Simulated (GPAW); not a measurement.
Input of a GPAW 26.7.0 run:

The input run.py:

```python
from ase.dft.bandgap import bandgap
from ase.io import read, write
from ase.units import GPa
from gpaw import GPAW, PW

atoms = read('POSCAR')
atoms.set_initial_magnetic_moments([1.0, 0.0])

calc = GPAW(mode=PW(800),
            xc='MGGA_X_RSCAN+MGGA_C_RSCAN',
            kpts={'size': (8, 8, 8), 'gamma': True},
            occupations={'name': 'fermi-dirac', 'width': 0.05},
            nbands=22,
            convergence={'density': 1e-05, 'energy': 1e-05},
            maxiter=150,
            txt='gpaw.txt')
atoms.calc = calc
energy = atoms.get_potential_energy()
forces = atoms.get_forces()
stress = atoms.get_stress()
calc.write('gs.gpw')
write('result.traj', atoms)
print(f'Energy: {energy:.6f} eV')
print('Forces (eV/A):')
print(forces.round(4))
print('Stress (GPa):', (stress / GPa).round(3))
print('Moments:', calc.get_magnetic_moments().round(3))
print('Fermi level:', round(calc.get_fermi_level(), 4), 'eV')
print(f'Gap: {bandgap(calc)[0]:.4f} eV, direct: {bandgap(calc, direct=True)[0]:.4f} eV')

path = atoms.cell.bandpath('GXWKGLUWLK,UX', npoints=100, eps=1e-4)
bs_calc = calc.fixed_density(kpts=path, symmetry='off', nbands=31,
                             convergence={'bands': 'CBM+6.0', 'eigenstates': 1e-6}, txt='bands.txt')
bs = bs_calc.band_structure()
bs.write('bs.json')
print(f'Gap on the path: {bandgap(bs_calc)[0]:.4f} eV')
```

POSCAR

```
NiO
1.0
    0.0000000000      2.0859016414      2.0859016414
    2.0859016414      0.0000000000      2.0859016414
    2.0859016414      2.0859016414      0.0000000000
Ni O
1 1
Direct
    0.0000000000      0.0000000000      0.0000000000
    0.5000000000      0.5000000000      0.5000000000
```

Potentials or basis: GPAW PAW data sets (gpaw-data 1.2.1), pw.

The run is started by

```bash
$ OMP_NUM_THREADS=1 python run.py
```

Q: Predict the band gap along the path.

A: 0.65 eV, indirect (least direct gap 1.60 eV).

Q: Predict the band gap on the k mesh.

A: 0.65 eV, indirect (least direct gap 1.71 eV).

Q: Predict the pressure.

A: 6.9 GPa.

Levels at the corners of the path, in eV from the valence-band top:
Spin up:
```csv
point,band 8,band 9,band 10,band 11,band 12,band 13
Γ,-3.12,-3.12,-3.05,-3.05,-3.05,1.94
X,-3.94,-3.68,-3.08,-2.14,-2.14,6.53
W,-3.23,-2.30,-2.30,-2.13,-1.77,8.99
K,-3.22,-2.40,-2.26,-1.98,-1.64,8.25
Γ,-3.12,-3.12,-3.05,-3.05,-3.05,1.94
L,-2.48,-2.48,-1.82,0.00,0.00,6.11
U,-3.22,-2.40,-2.26,-1.98,-1.64,8.25
W,-3.23,-2.30,-2.30,-2.13,-1.77,8.99
L,-2.48,-2.48,-1.82,0.00,0.00,6.11
K,-3.22,-2.40,-2.26,-1.98,-1.64,8.25
U,-3.22,-2.40,-2.26,-1.98,-1.64,8.25
X,-3.94,-3.68,-3.08,-2.14,-2.14,6.53
```
Spin down:
```
point  band 7  band 8  band 9  band 10  band 11  band 12  band 13
    Γ   -2.37   -2.21   -2.21    -2.21     0.65     0.65     2.48
    X   -3.81   -3.14   -1.12    -1.12     1.15     1.74     7.16
    W   -5.06   -1.36   -1.36    -1.12     1.60     2.28     9.82
    K   -4.25   -1.89   -1.25    -0.98     1.84     2.31     8.88
    Γ   -2.37   -2.21   -2.21    -2.21     0.65     0.65     2.48
    L   -4.64   -1.21   -1.21    -0.83     3.55     3.55     6.38
    U   -4.25   -1.89   -1.25    -0.98     1.84     2.31     8.88
    W   -5.06   -1.36   -1.36    -1.12     1.60     2.28     9.82
    L   -4.64   -1.21   -1.21    -0.83     3.55     3.55     6.38
    K   -4.25   -1.89   -1.25    -0.98     1.84     2.31     8.88
    U   -4.25   -1.89   -1.25    -0.98     1.84     2.31     8.88
    X   -3.81   -3.14   -1.12    -1.12     1.15     1.74     7.16
```

Caveat: the stock nickel data set gives pressures a few GPa off other programs; the PAW data sets were made with another functional, which shifts forces and pressure a little; a cell with one magnetic atom can't hold antiferromagnetic order, which such compounds often take.
